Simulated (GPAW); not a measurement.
Runs of GPAW 26.7.0 on MnS. Symmetry: Fm-3m, No. 225, cubic system. Conventional cell: a = 5.209 Å, b = 5.209 Å, c = 5.209 Å, α = 90.00°, β = 90.00°, γ = 90.00°. Mn (site symmetry m-3m) has 6 S at 2.60 Å as nearest neighbours. Around S (site symmetry m-3m) lie 6 Mn at 2.60 Å. 

```tsv
task	level	potentials or basis	cell	k mesh	smearing	band path	band points	eigensolver	optimizer	fmax	gap on the mesh (eV)	pressure (GPa)	moment (μB)	relaxed volume (Å³/atom)
band structure	r2SCAN	GPAW PAW data sets (gpaw-data 1.2.1), pw	as given	7 × 7 × 7	fermi-dirac 0.05 eV	GXWKGLUWLK,UX	60	-	-	-	-	0.9	4.96	-
single point	PBE	GPAW PAW data sets (gpaw-data 1.2.1), pw	as given	9 × 9 × 9	gaussian 0.026 eV	-	-	-	-	-	none	-2.9	4.70	-
band structure	PBE	PAW data sets generated in the run's folder for this functional, pw	as given	7 × 7 × 7	fermi-dirac 0.05 eV	GXWKGLUWLK,UX	80	-	-	-	-	-3.3	(b)	-
single point	PBE	GPAW PAW data sets (gpaw-data 1.2.1), pw	as given	9 × 9 × 9	gaussian 0.029 eV	-	-	-	-	-	none	-2.9	4.70	-
single point	PBE	GPAW PAW data sets (gpaw-data 1.2.1), pw	as given	9 × 9 × 9	gaussian 0.022 eV	-	-	-	-	-	none	-2.9	4.71	-
band structure	LDA	PAW data sets generated in the run's folder for this functional, pw	as given	7 × 7 × 7	fermi-dirac 0.05 eV	GXWKGLUWLK,UX	80	-	-	-	-	(c)	4.56	-
relaxation of cell and atoms	BLYP+D4	PAW data sets generated in the run's folder for this functional, pw	relaxed	9 × 9 × 9	fermi-dirac 0.05 eV	-	-	davidson	LBFGS	0.02 eV/Å	none	-0.1	3.98	15.32
relaxation of cell and atoms	LDA	the program's PAW data sets (release 1.2.1) made for this functional, pw	relaxed	9 × 9 × 9	fermi-dirac 0.05 eV	-	-	-	BFGS	0.02 eV/Å	none	0.0	3.60	13.90
single point	PBE	GPAW PAW data sets (gpaw-data 1.2.1), pw	as given	9 × 9 × 9	gaussian 0.02 eV	-	-	-	-	-	none	-2.9	4.71	-
band structure	r2SCAN	GPAW PAW data sets (gpaw-data 1.2.1), pw	as given	9 × 9 × 9	fermi-dirac 0.05 eV	GXWKGLUWLK,UX	60	-	-	-	-	0.9	4.97	-
relaxation of cell and atoms	BLYP+D3(BJ)	PAW data sets generated in the run's folder for this functional, pw	relaxed	9 × 9 × 9	fermi-dirac 0.05 eV	-	-	davidson	LBFGS	0.05 eV/Å	none	-0.5	(a)	15.82
band structure	optPBE-vdW	GPAW PAW data sets (gpaw-data 1.2.1), pw	as given	7 × 7 × 7	fermi-dirac 0.05 eV	GXWKGLUWLK,UX	80	-	-	-	-	-	4.66	-
```

Alike in all rows: spin collinear, ferromagnetic start; cutoff (eV) 600.

Task: Fill in the values left out.

Result: (a) 4.11; (b) 4.67; (c) -11.4.

Caveats: a cell with one magnetic atom can't hold antiferromagnetic order, which such compounds often take; semilocal functionals often make such compounds metallic where correlation or magnetic order opens a gap, which also shifts bond lengths; the PAW data sets were made with another functional, which shifts forces and pressure a little (some runs); each step starts from the last one's moments, so a moment once lost doesn't come back (some runs); later steps reuse the first step's grids (some runs); pairwise dispersion overbinds metals, which lowers pressure and volume (some runs); the volume moved by -13 % from the deposited cell, more than functionals usually miss (some runs).

A k mesh can miss the band edges.

A gap of «none» marks a metal or a gap under the smearing width.

Not every run made on this cell is shown here.
